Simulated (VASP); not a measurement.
Set up this calculation in VASP 6.6.1, as the native input.

- Task: single point
- Functional: r2SCAN
- Potentials or basis: VASP PAW PBE potentials, release 64 (Sb)
- Cutoff: 520 eV
- k mesh: 9 × 9 × 9
- Occupations: methfessel-paxton, width 0.3 eV
- Spin: no spin polarisation
- Dipole correction: no
- Further INCAR settings: ALGO = Normal; EDIFF = 1e-06; NBANDS = 8

The system is Sb.

```
CELL_PARAMETERS angstrom
-1.50500 1.50500 2.48000
1.50500 -1.50500 2.48000
1.50500 1.50500 -2.48000
ATOMIC_POSITIONS crystal
Sb 0.00000 0.00000 0.00000
```

This isn't the form of Sb at room conditions, which is rhombohedral.

One way to write it, as run:

POSCAR

```
Sb
1.0
   -1.5050000000      1.5050000000      2.4800000000
    1.5050000000     -1.5050000000      2.4800000000
    1.5050000000      1.5050000000     -2.4800000000
Sb
1
Direct
    0.0000000000      0.0000000000      0.0000000000
```

INCAR.step1

```
SYSTEM = Sb
ALGO     = Normal         ! electronic algorithm
EDIFF    = 1E-4           ! SCF threshold, eV
ENCUT    = 520            ! plane-wave cutoff, eV
GGA      = PE             ! functional
ISMEAR   = 1              ! smearing method
LASPH    = .TRUE.         ! aspherical terms in the spheres
LCHARG   = .FALSE.        ! write CHGCAR
LREAL    = .FALSE.        ! projectors in reciprocal space
LWAVE    = .TRUE.         ! write WAVECAR
NBANDS   = 8              ! bands
NELM     = 100            ! most SCF steps
PREC     = Accurate       ! precision mode
SIGMA    = 0.3            ! smearing width, eV
```

INCAR.step2

```
SYSTEM = Sb
ALGO     = Normal         ! electronic algorithm
EDIFF    = 1E-6           ! SCF threshold, eV
ENCUT    = 520            ! plane-wave cutoff, eV
ISIF     = 2              ! what is computed and relaxed
ISMEAR   = 1              ! smearing method
ISTART   = 1            
LASPH    = .TRUE.         ! aspherical terms in the spheres
LCHARG   = .FALSE.        ! write CHGCAR
LMIXTAU  = .TRUE.       
LREAL    = .FALSE.        ! projectors in reciprocal space
LWAVE    = .FALSE.        ! write WAVECAR
METAGGA  = R2SCAN         ! meta-GGA
NBANDS   = 8              ! bands
NELM     = 100            ! most SCF steps
PREC     = Accurate       ! precision mode
SIGMA    = 0.3            ! smearing width, eV
```

KPOINTS

```
k-points
0
G
  9 9 9
  0 0 0
```

Potentials or basis: VASP PAW PBE potentials, release 64 (Sb).

Launch:

```sh
$ cat potpaw_PBE.64/Sb/POTCAR > POTCAR
$ cp INCAR.step1 INCAR
$ mpirun -np 1 vasp_std > vasp.out
$ cp INCAR.step2 INCAR
$ mpirun -np 1 vasp_std > vasp.out
```

It gave:

```json
{
 "Pressure": "18.6 GPa",
 "Band gap on the k mesh": "none (metal or under the smearing width)"
}
```

Caveat: so large a pressure means that the cell lies far from this level's equilibrium, or that cutoff or potentials fall short; the potentials were made for another functional, which shifts forces and pressure.

Wall time 14 s on 1 thread of Intel(R) Xeon(R) 6975P-C (Granite Rapids) (shared host), peak memory 0.14 GiB.
